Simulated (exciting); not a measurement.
Nb, 1 atom in the cell. The structure is cubic, space group Im-3m (No. 229). The conventional cell has a = 3.328 Å, b = 3.328 Å, c = 3.328 Å, α = 90.00°, β = 90.00°, γ = 90.00°. Around Nb (site symmetry m-3m) lie 8 Nb at 2.88 Å. 

```yaml
Program: exciting (release sodium)
Task: single point
Functional: AM05
Potentials_or_basis: all-electron LAPW+lo, shipped species files, valence relativity iora*
rgkmax: 8
k_mesh: 11 × 11 × 11
Occupations: fermi-dirac, width 0.05 eV
Spin: collinear spin, ferromagnetic start
outputlevel: normal
reducebf: 0.5
gmaxvr_cutoff_of_density_and_potential: 20 1/bohr
lmaxapw_and_lmaxmat: 10
lmaxvr: 8
nempty: 20
Valence_relativity: iora*
epsengy: 1e-06 Ha
epspot: 1e-06 Ha
maxscl: 120
Muffin-tin_radii: Nb 2.29 bohr
```

Potentials or basis: all-electron LAPW+lo, shipped species files, valence relativity iora*.

Launch:

```console
$ OMP_NUM_THREADS=1 exciting_smp
```

Hardware: 1 thread of Arm Neoverse N1, with other jobs on the host.

Question: Estimate the wall time of this run.

Answer: Wall time 2.9 min on 1 thread of Arm Neoverse N1, on a shared host, peak memory 0.12 GiB. Counts: scf iterations 18, plane waves 98.
